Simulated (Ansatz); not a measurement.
**TaN (Fm-3m): from the cell to its phonons**

Aim: the phonons of TaN (Fm-3m) at a cell relaxed beforehand at this level. After the zone centre comes a 4×4×4 q mesh on a 16×16×16 k mesh.

Calculated with Ansatz 0.2.0; DFT PBEsol, scalar-relativistic, plane waves, PAW; PAW set soft_1.

## 1. Starting point

It takes space group Fm-3m (No. 225, cubic). Conventional cell: a = 4.375 Å, b = 4.375 Å, c = 4.375 Å, α = 90.00°, β = 90.00°, γ = 90.00°. Nearest to Ta lie 6 N at 2.19 Å. Nearest to N lie 6 Ta at 2.19 Å. Farther neighbours and most contacts between anions are not listed.

## 2. Linear response at the zone centre

The cell comes from relaxations at this level that are not shown. The zone centre comes first: it holds the modes that light can see, as far as symmetry allows. No field response is asked, since the mesh shows no gap.

Input file input.yaml:

```yaml
crystal:
  lattice:
    - [0.0, 2.1873937018, 2.1873937018]
    - [2.1873937018, 0.0, 2.1873937018]
    - [2.1873937018, 2.1873937018, 0.0]
  atoms:
    - { symbol: Ta, position: [0.5, 0.5, 0.5] }
    - { symbol: "N", position: [0.0, 0.0, 0.0] }
kpoints:
  mp_grid: { grid: [16, 16, 16] }
hamiltonian:
  xc: pbesol
  pseudopotentials: { kind: paw, azcp: { folder: soft_1 }, xc_functional: pbe }
scf:
  occupations: { method: methfessel_paxton, width: 0.2 }
output:
  eigenvalues: true
phonons:
  method: dfpt
```

Command:

```bash
$ ansatz run input.yaml --threads 4 --pin off --max-ram 10240MiB --backend cpu --events-out ev --progress --plain --runs-dir out
```

Numbers of over 12 decimals in the logs are rounded to 6 here.

Output:

```text
Engine: ansatz 0.2.0, aarch64-unknown-linux-gnu
Pseudopotentials: kind: paw
Pseudopotential: Ta, paw, valence charge 13, recommended cutoff 420 eV (normal), soft_1/Ta.paw.azcp
Pseudopotential: N, paw, valence charge 5, recommended cutoff 420 eV (normal), soft_1/N.paw.azcp
Functional definition: PBEsol
  exchange = pbesol_x
  correlation = pbesol_c
Crystal: 2 atoms, lattice volume = 20.932 Å³
Basis set: ecut = 420 eV, 411 PW (Γ), exchange–correlation on 48×48×48 points (8 copies of the dense FFT grid, shifted against one another)
Bands: 13, of which v1, the nominal top of the filled ones, is band 9 counted from 1 (8 counted from 0)
Symmetry: 48 space group operations
k-points: 349 of 4096 (irreducible under 8 space group operations, time reversal used)
Non-local potential: Ta, projectors of the file, l = 0: 3, l = 1: 2, l = 2: 2, l = 3: 1
Non-local potential: N, projectors of the file, l = 0: 2, l = 1: 2, l = 2: 1
PAW form: soft (Blöchl's): semilocal exchange-correlation on the pseudo side does not see the compensation charge
PAW frozen core: Ta, regenerated for the run's functional, and the local potential with it (the file was generated under x = pbe(κ = 0.804, μ = 0.219515), c = pbe(β = 0.066725))
PAW frozen core: N, regenerated for the run's functional, and the local potential with it (the file was generated under x = pbe(κ = 0.804, μ = 0.219515), c = pbe(β = 0.066725))
PAW one-centre angular grid: Ta, 590 points (default); XC on 64 Gauss nodes
PAW one-centre angular grid: N, 110 points (default); XC on 64 Gauss nodes
Initial density: superposition of atomic densities (chi_scale 0.1, normalization cell, long waves kept (reshape's long-wave potential 0.00 eV rms))
Initial wavefunctions: pseudopotential atomic-orbital guess
Functional: x = pbesol(κ = 0.804, μ = 0.123457), c = pbesol(β = 0.046)
SCF iter   1: F=—  HF=-10188.068874 eV  |F-HF|=—  |Δ(HF+E_count)|=         —  Δρ=4.82e-2  dr2=4.76e-1  ethr=3.10e-3  ⟨swp⟩=5.0  Hψ=48247  notcnv=0
automatic band count: the SCF goes on with 17 bands, as 13 were too few: the levels above may hold too much charge
preconditioner: auto → none  [metal: Δε(μ)=0.013 eV  Ē_g=15.992 eV  σ=0.200 eV  W_gap=0.05  n_scr=8 (ndim 8)  ℏωp=25.7 eV  f_vac=0.000  D(μ)=0.97/eV (n_scr^D=14)  sad-step TF]
SCF iter   2: F=—  HF=-10188.042434 eV  |F-HF|=—  |Δ(HF+E_count)|=   2.64e-2  S|Δr|=    0.00e0  Δρ=3.44e-2  dr2=2.79e-1  ethr=2.65e-3  ⟨swp⟩=1.0  Hψ=8725  notcnv=0
SCF iter   3: F=—  HF=-10187.979833 eV  |F-HF|=—  |Δ(HF+E_count)|=   6.26e-2  S|Δr|=    0.00e0  Δρ=3.07e-3  dr2=4.36e-4  ethr=1.55e-3  ⟨swp⟩=2.4  Hψ=7856  notcnv=0
SCF iter   4: F=—  HF=-10187.980135 eV  |F-HF|=—  |Δ(HF+E_count)|=   3.02e-4  S|Δr|=    0.00e0  Δρ=5.97e-4  dr2=8.84e-5  ethr=2.42e-6  ⟨swp⟩=2.6  Hψ=10485  notcnv=0  defer=395
SCF iter   5: F=—  HF=-10187.980119 eV  |F-HF|=—  |Δ(HF+E_count)|=   1.63e-5  S|Δr|=    0.00e0  Δρ=4.43e-5  dr2=2.75e-7  ethr=4.91e-7  ⟨swp⟩=2.1  Hψ=6338  notcnv=0  defer=395
SCF iter   6: F=—  HF=-10187.980118 eV  |F-HF|=—  |Δ(HF+E_count)|=   4.00e-7  S|Δr|=    0.00e0  Δρ=4.83e-6  dr2=3.52e-9  ethr=1.53e-9  ⟨swp⟩=2.4  Hψ=7550  notcnv=0  defer=455
SCF iter   7: F=—  HF=-10187.980118 eV  |F-HF|=—  |Δ(HF+E_count)|=   1.06e-9  S|Δr|=    0.00e0  Δρ=1.08e-6  dr2=1.54e-10  ethr=1.95e-11  ⟨swp⟩=2.0  Hψ=8216  notcnv=0  defer=455
SCF iter   8: F=-10187.980118 eV  HF=-10187.980118 eV  |F-HF|=1.82e-12  |Δ(HF+E_count)|=  4.73e-11  S|Δr|=    0.00e0  Δρ=6.98e-8  dr2=4.24e-13  ethr=1.00e-12  ⟨swp⟩=9.4  Hψ=26640  notcnv=0
SCF 1 converged in 8 iterations: F = -10187.980118 eV  dr2 = 4.24e-13
  greatest PAW one-centre occupation: 0.999 electrons in one spin orbital (limit 2), on the Ta atom at site 0 (counted from 0), in its partial waves of l = 0
DFPT response loops at Γ: preconditioner auto → Kerker (q_TF=auto, 2.661 Å⁻¹) (partly filled bands, converged f_vac=0.000); β = 1.00, the filter's whole step (`scf.mixing.beta` (0.50) is not read by the response loops under this deck's `scf.mixing.preconditioner`; to damp them name `kerker` or `kerker_dos`, under which they read `scf.mixing.beta`, and type it under 1.00, their step now; both keys bind the ground state too); Broyden in place of MSR1
SCF converged after 8 iterations
Stability not checked: this state was not tested for a lower state beside it, because cold or Methfessel-Paxton smearing, or corrected tetrahedra, fill the levels in a way that the test cannot read (fill_not_monotonic; see scf.lower_state_search)
Free energy (F): -10187.980118 eV
Harris-Foulkes:  -10187.980118 eV  (|F-HF|=1.82e-12)
Internal energy: -10187.977690 eV  (E = F + TS)
E sigma→0 (E₀):  -10187.979511 eV
Entropy (-TS):   -0.002428 eV (-1.214 meV/atom)
Fermi energy:    21.773465 eV
--- Per-component energies (eV) ---
  E_band       = -42.613783
  E_kinetic    = 525.703424
  E_local      = -559.865010  (includes V_loc(G=0)·N_el)
  E_nonlocal   = 26.490761
  E_hartree    = 200.548223
  E_xc         = -379.387827
  E_vxc        = -310.725986  (∫ρ·V_xc dr)
  E_paw        = -8304.726346  (= ΣΔE_a)
  E_vpaw       = -125.314294  (= ΣTr[D̂ρ^β])
  E_aug_tail   = 0.000890  (compensation charges beyond the density's cutoff)
  E_ewald      = -1696.983616
  E_core_change = 0.241812  (= ΣΔE_core)
  E_smearing   = -0.002428  (= −TS)
  E_closure    = 0.000000  (closes the sum)
  Σ components = -10187.980118   (vs F -10187.980118, Δ=0.00e0)
--- Band table (eV; the first three rows and the last of 349) ---
  k-point 0: bands = [... 5 lower, 17.9269, 17.9269, 17.9269, 19.6247, 19.6247, 19.6247, 21.8336, 21.8336, ... 4 higher]
  k-point 1: bands = [... 5 lower, 17.4077, 17.5761, 17.5761, 19.7866, 19.7866, 19.8586, 22.2366, 22.2366, ... 4 higher]
  k-point 2: bands = [... 5 lower, 16.3582, 16.8533, 16.8533, 20.1624, 20.1624, 20.2032, 23.2144, 23.2144, ... 4 higher]
  k-point 348: bands = [... 5 lower, 14.2220, 14.9459, 14.9459, 21.5923, 21.5923, 25.4771, 26.0131, 26.4135, ... 4 higher]
--- Phonons (Γ-DFPT): 2 representative perturbations + reference, on 349 of 4096 k-points (Σ response iterations 6) ---
  k mesh reduced under 8 symmetry operations, with k and −k counted as one. Each operation leaves every solved perturbation unchanged. A smaller set is not used because it would not reduce the number of displacements times k-points to solve
  ASR residual: 3.876e-5 → 0.000e0 eV/Å²; symmetrization residual: 5.022e-7 eV/Å²
  ASR residual per site (eV/Å²): 3.88e-5 1.04e-5
  Γ frequencies (cm⁻¹): 0.00 0.00 0.00 407.61 407.61 407.61
  non-analytic LO–TO correction: not included (Born effective charges unavailable; polar crystals: no LO–TO splitting at Γ)
```

Run time: 8.8 s. Hardware: 4 threads of Arm Neoverse V1, shared host; peak memory 0.59 GiB.

The column dr2 measures how far the density is from self-consistency, as an energy; F and HF (Harris–Foulkes) agree once it is small.

Numbers from this step:

```yaml
volume_per_atom: 10.47 Å³
gap_on_the_k_mesh: 0 eV
sum_rule_residual_before_enforcement: 3.88e-5 eV/Å²
point_group: m-3m
highest_optical_mode_at_the_zone_centre_no_lo_to_term: 407.6 cm⁻¹
lowest_optical_zone_centre_mode: 407.6 cm⁻¹
```

Patterns of degenerate modes are one choice out of their space. The modes at Γ (shares of kinetic energy by element, %):

| mode | frequency (cm⁻¹) | symmetry | Ta % | N % |
| --- | --- | --- | --- | --- |
| 1 | 0.0 | acoustic | 93 | 7 |
| 2 | 0.0 | acoustic | 93 | 7 |
| 3 | 0.0 | acoustic | 93 | 7 |
| 4 | 407.6 | T1u | 7 | 93 |
| 5 | 407.6 | T1u | 7 | 93 |
| 6 | 407.6 | T1u | 7 | 93 |

Displacements in mode 4 (407.6 cm⁻¹), the largest set to 1:
```
Ta1 -0.08  0.00  0.00
N2   1.00  0.00  0.00
```

Before it was imposed, the acoustic sum rule was missed by 3.9e-5 eV/Å². Small misses are needed for a sound result but don't prove that mesh and cutoff are converged. The lowest optical mode is real, 408 cm⁻¹.

## 3. The dispersion

Stability and thermal properties need the whole zone. Linear response on a 4×4×4 q mesh gives force constants as far as a supercell of that size would.

Changes to input.yaml since step 2:

```diff
@@ -19 +19,8 @@
   method: dfpt
+  qmesh: [4, 4, 4]
+  temperatures: { t_max: 1000, t_step: 50 }
+  qpath:
+    path:
+      - [[0.0, 0.0, 0.0], [0.5, 0.0, 0.5], [0.625, 0.25, 0.625]]
+      - [[0.375, 0.375, 0.75], [0.0, 0.0, 0.0], [0.5, 0.5, 0.5], [0.5, 0.25, 0.75], [0.5, 0.0, 0.5]]
+    npoints: 10
```

Output:

```text
[...]
Crystal: 2 atoms, lattice volume = 20.932 Å³
Basis set: ecut = 420 eV, 411 PW (Γ), exchange–correlation on 48×48×48 points (8 copies of the dense FFT grid, shifted against one another)
Bands: 13, of which v1, the nominal top of the filled ones, is band 9 counted from 1 (8 counted from 0)
Symmetry: 48 space group operations
k-points: 145 of 4096
[...]
SCF iter   1: F=—  HF=-10188.068933 eV  |F-HF|=—  |Δ(HF+E_count)|=         —  Δρ=4.82e-2  dr2=4.76e-1  ethr=3.10e-3  ⟨swp⟩=5.0  Hψ=20019  notcnv=0
[...]
SCF iter   8: F=-10187.980118 eV  HF=-10187.980118 eV  |F-HF|=0.00e0  |Δ(HF+E_count)|=  4.91e-11  S|Δr|=    0.00e0  Δρ=7.21e-8  dr2=4.59e-13  ethr=1.00e-12  ⟨swp⟩=9.3  Hψ=11081  notcnv=0
SCF 1 converged in 8 iterations: F = -10187.980118 eV  dr2 = 4.59e-13
[...]
iter 1 solved again at ethr=3.52e-8 eV; its pass at ethr=3.10e-3 eV (dr2=6.34e-6 eV) is discarded
SCF iter   1: F=—  HF=-10187.980118 eV  |F-HF|=—  |Δ(HF+E_count)|=         —  Δρ=5.48e-7  dr2=5.36e-11  ethr=3.52e-8  ⟨swp⟩=2.9  Hψ=14386  notcnv=0
eigensolver tolerance schedule: the retry pair's looser diagonalisation over-reported the residual by 118279.77 of it (diagonalisation noise at an unbounded share of the residual, at the tolerance the schedule requests for it); recorded, not acted on — ethr = c·dr2/N_el stays at c = 1.0e-1
[...]
SCF iter   2: F=—  HF=-10187.980118 eV  |F-HF|=—  |Δ(HF+E_count)|=   7.16e-8  S|Δr|=    0.00e0  Δρ=3.79e-7  dr2=2.66e-11  ethr=1.00e-12  ⟨swp⟩=3.1  Hψ=4195  notcnv=0
SCF iter   3: F=-10187.980118 eV  HF=-10187.980118 eV  |F-HF|=5.46e-12  |Δ(HF+E_count)|=  3.64e-12  S|Δr|=    0.00e0  Δρ=2.08e-7  dr2=7.81e-12  ethr=1.00e-12  ⟨swp⟩=1.2  Hψ=4377  notcnv=0
SCF 2 converged in 3 iterations: F = -10187.980118 eV  dr2 = 7.81e-12
phonons: the bands overlap, so this run is a metal and interpolates without the dipole-dipole term. If the crystal is really an insulator or semiconductor, its LO-TO splitting is missing
NSCF: frozen V_eff on 145 k-points
[...]
DFPT response loops at q = (0, 0, 0) (fractional): preconditioner auto → Kerker (q_TF=auto, 2.661 Å⁻¹) (partly filled bands, converged f_vac=0.000); β = 1.00, the filter's whole step (`scf.mixing.beta` (0.50) is not read by the response loops under this deck's `scf.mixing.preconditioner`; to damp them name `kerker` or `kerker_dos`, under which they read `scf.mixing.beta`, and type it under 1.00, their step now; both keys bind the ground state too); Broyden in place of MSR1
[...]
SCF converged after 8 iterations
[...]
Free energy (F): -10187.980118 eV
[...]
Internal energy: -10187.977690 eV  (E = F + TS)
E sigma→0 (E₀):  -10187.979511 eV
Entropy (-TS):   -0.002428 eV (-1.214 meV/atom)
Fermi energy:    21.773465 eV
[...]
--- Band table (eV; the first three rows and the last of 145) ---
  k-point 0: bands = [... 5 lower, 17.9269, 17.9269, 17.9269, 19.6247, 19.6247, 19.6247, 21.8336, 21.8336, ... 4 higher]
  k-point 1: bands = [... 5 lower, 17.4077, 17.5761, 17.5761, 19.7866, 19.7866, 19.8586, 22.2366, 22.2366, ... 4 higher]
  k-point 2: bands = [... 5 lower, 16.3582, 16.8533, 16.8533, 20.1624, 20.1624, 20.2032, 23.2144, 23.2144, ... 4 higher]
  k-point 144: bands = [... 5 lower, 14.2220, 14.9459, 14.9459, 21.5923, 21.5923, 25.4771, 26.0131, 26.4135, ... 4 higher]
--- Phonons (Γ-DFPT): 2 representative perturbations + reference (Σ response iterations 6) ---
  ASR residual: 3.653e-5 → 0.000e0 eV/Å²; symmetrization residual: 7.162e-7 eV/Å²
  ASR residual per site (eV/Å²): 3.65e-5 1.27e-5
  Γ frequencies (cm⁻¹): 0.00 0.00 0.00 407.61 407.61 407.61
--- Phonons (arbitrary-q DFPT): 8 irreducible q on the 4×4×4 mesh ---
  q = [0.0000, 0.0000, 0.0000] (star 1, of the zone-centre solve; hermiticity 1.80e-7, symmetrization 5.30e-14): -0.00 0.00 0.00 407.61 407.61 407.61
  q = [0.0000, 0.0000, 0.2500] (star 8, 2 solved perturbations on 2176 of 4096 k-point pairs; hermiticity 2.24e-8, symmetrization 4.71e-14): 93.19 93.19 139.49 526.15 532.98 532.98
[...]
q = [0.0000, 0.2500, 0.2500] (star 6, 4 solved perturbations in 3616 linear systems a pass and spin channel, the states on 1160 of 4096 k-point pairs; hermiticity 1.07e-7, symmetrization 4.32e-14): 64.09 64.09 141.52 432.90 432.90 617.02
[...]
sum rule: each row above includes the acoustic sum rule's correction from the zone centre's row sums; it moved no ω² by more than (0.50 cm⁻¹)²
  mesh force constants: q→R imaginary residual 9.43e-18; ASR residual 3.653e-5 → 0.000e0 eV/Å²; symmetrization residual 7.105e-15 eV/Å²
  interpolated dispersion: 62 rows × 6 modes
  density of states and harmonic sums: on the 24×24×24 q-mesh, interpolated from the force constants of a 4×4×4 supercell (no non-analytic term)
  largest difference from the sums on the solved wave vectors: F 6.87e-2 eV, S 9.66e-5 and C_V 2.79e-5 eV/K
  zero-point energy: 0.107403 eV/cell   skipped modes (ω ≤ 0): 403, of them read as no rigid motion or as one in doubt: 400 (9.889e-1 modes/cell left out, lowest -261.96 cm⁻¹)   left out of the sums: 1.65e-1 of the cell's modes: C_V's classical limit lies that fraction below 3 k_B per atom; for a crystal, a wire or a layer, F and S can be off by more, and a phonons.interpolated_qmesh denser along its periods is the remedy for the sampling
```

It took 4.2 min on 4 threads; peak memory 3.2 GiB.

This step gave:

| Item | Value |
| --- | --- |
| sum-rule residual before enforcement | 3.65e-5 eV/Å² |
| lowest frequency on the path | -262.0 cm⁻¹ |
| highest frequency on the path or at a solved wavevector | 617.0 cm⁻¹ |
| lowest mode on the q mesh (acoustic modes at Γ apart) | -262.0 cm⁻¹ |

Frequencies (cm⁻¹) solved at each irreducible wavevector; negative means imaginary. Frequencies by wavevector, by row:

```
q in reciprocal lattice units  star  mode 1  mode 2  mode 3  mode 4  mode 5  mode 6
                        0 0 0     1       0       0       0   407.6   407.6   407.6
                     0 0 0.25     8    93.2    93.2   139.5   526.1     533     533
                     0 0 -0.5     4      97      97   111.8   510.9     586     586
                  0 0.25 0.25     6    64.1    64.1   141.5   432.9   432.9     617
                  0 0.25 -0.5    24   -68.9     -46    48.1   497.8   528.1   541.2
                 0 0.25 -0.25    12   -25.2   114.8   123.8   425.2   565.3   607.9
                  0 -0.5 -0.5     3    -262   -77.3   -77.3   441.9   460.7   460.7
              0.25 -0.5 -0.25     6  -179.3  -179.3   126.5   429.9   429.9   613.4
```

Interpolated from a 4×4×4 q mesh. Phonon branches along the path, in cm⁻¹:

```
    point  branch 1  branch 2  branch 3  branch 4  branch 5  branch 6
        Γ         0         0         0       408       408       408
  halfway        64        64       142       433       433       617
        X      -262       -77       -77       442       461       461
  halfway      -237       -83       -80       441       484       485
        U      -177       -65       -61       435       527       535
jump to K      -177       -65       -61       435       527       535
  halfway        84       114       138       433       568       593
        Γ         0         0         0       408       408       408
  halfway        93        93       140       526       533       533
        L        97        97       112       511       586       586
  halfway       -58        39        96       486       524       591
        W      -179      -179       126       430       430       613
  halfway      -221      -136        61       438       448       546
        X      -262       -77       -77       442       461       461
```

The phonon branches as a text plot (rows in cm⁻¹):

```
    599 |    ****           *****              **************
    562 |   *    *         *******           **    ***       *
    525 |                ***      **        ********  *       *
    489 |  *      **   **                 **        *****      *
    452 |       ***********      *  *    **             **  *****
    416 |*******           ****** *******                ****
    379 |
    342 |
    306 |
    269 |
    232 |
    196 |
    159 |      *
    123 |   *** *            *******      *********     ****
     86 |  ****             *   *****    ***************    **
     49 | **   *           *   *    **  **           **
     13 |*      *                     ***                     *
    -24 |
    -61 |        ****** ***  **                       **       **
    -97 |              **   *                          *       **
   -134 |                  *                            *    **
   -170 |         **      *                              ****
   -207 |               **                                  **
   -244 |           ****                                      ***
         Γ           X  U|K            Γ         L        W     X
```

(Part 1 of 2 ends here.)

[Logs are printed without paths, hosts, clocks, repeated set-up lines and the standing remarks that a program may print on its own settings, such as how far it seeks lower states.]

[Hosts, paths, dates, database ids (printed as entryN), source tags and the programs' standing remarks are cut or masked in the printed files.]
